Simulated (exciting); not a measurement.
The Rb L₃ edge of atom 1 in RbBr, space group Pm-3m, with 8 Br at 3.57 Å (cubic, site symmetry m-3m), was computed at 2 levels: exchange and screened direct term (singlet BSE) and independent particles. Common settings: exciting, all-electron LAPW+lo, LDA, 3×3×3 shifted k points, 31 conduction bands, |G+q| up to 3 bohr⁻¹ (2 in the exchange term), full RPA screening with nempty = 56, Lorentzian half width 0.64 eV.

Energy from the Kohn–Sham onset, core level to the lowest empty state found on the meshes used; all runs on one relative scale:

| E (eV) | run 1 | run 2 |
| --- | --- | --- |
| -5.5 | 0.02 | 0.00 |
| -5.0 | 0.02 | 0.00 |
| -4.5 | 0.02 | 0.00 |
| -4.0 | 0.03 | 0.00 |
| -3.5 | 0.04 | 0.01 |
| -3.0 | 0.05 | 0.01 |
| -2.5 | 0.07 | 0.01 |
| -2.0 | 0.12 | 0.01 |
| -1.5 | 0.22 | 0.01 |
| -1.0 | 0.41 | 0.01 |
| -0.5 | 0.55 | 0.01 |
| 0.0 | 0.63 | 0.02 |
| 0.5 | 0.42 | 0.02 |
| 1.0 | 0.25 | 0.03 |
| 1.5 | 0.20 | 0.05 |
| 2.0 | 0.18 | 0.07 |
| 2.5 | 0.16 | 0.10 |
| 3.0 | 0.14 | 0.12 |
| 3.5 | 0.14 | 0.14 |
| 4.0 | 0.15 | 0.16 |
| 4.5 | 0.17 | 0.18 |
| 5.0 | 0.20 | 0.21 |
| 5.5 | 0.18 | 0.23 |
| 6.0 | 0.14 | 0.20 |
| 6.5 | 0.12 | 0.16 |
| 7.0 | 0.12 | 0.16 |
| 7.5 | 0.11 | 0.19 |
| 8.0 | 0.10 | 0.24 |
| 8.5 | 0.09 | 0.27 |
| 9.0 | 0.09 | 0.25 |
| 9.5 | 0.11 | 0.18 |
| 10.0 | 0.12 | 0.14 |
| 10.5 | 0.12 | 0.12 |
| 11.0 | 0.13 | 0.12 |
| 11.5 | 0.14 | 0.12 |
| 12.0 | 0.14 | 0.13 |
| 12.5 | 0.14 | 0.16 |
| 13.0 | 0.13 | 0.16 |
| 13.5 | 0.12 | 0.17 |
| 14.0 | 0.11 | 0.19 |
| 14.5 | 0.11 | 0.19 |
| 15.0 | 0.10 | 0.18 |
| 15.5 | 0.10 | 0.17 |
| 16.0 | 0.10 | 0.17 |
| 16.5 | 0.09 | 0.17 |
| 17.0 | 0.08 | 0.17 |
| 17.5 | 0.08 | 0.17 |
| 18.0 | 0.08 | 0.16 |
| 18.5 | 0.07 | 0.15 |
| 19.0 | 0.08 | 0.15 |
| 19.5 | 0.08 | 0.13 |
| 20.0 | 0.08 | 0.12 |
| 20.5 | 0.08 | 0.13 |
| 21.0 | 0.08 | 0.15 |
| 21.5 | 0.07 | 0.15 |
| 22.0 | 0.06 | 0.14 |

**Question.** Which run is which, and why?

Run 1: exchange and screened direct term (singlet BSE); highest local maximum in the window at -0.1 eV. Run 2: independent particles; highest local maximum in the window at 8.7 eV. The attractive direct term pulls weight down: the curves pass 0.09 at -2.2 and 2.3 eV in the order of the runs. Fine structure above the first lines is partly noise of the 27-point mesh.

[Hosts, paths, dates, database ids (printed as entryN), source tags and the programs' standing remarks are cut or masked in the printed files.]
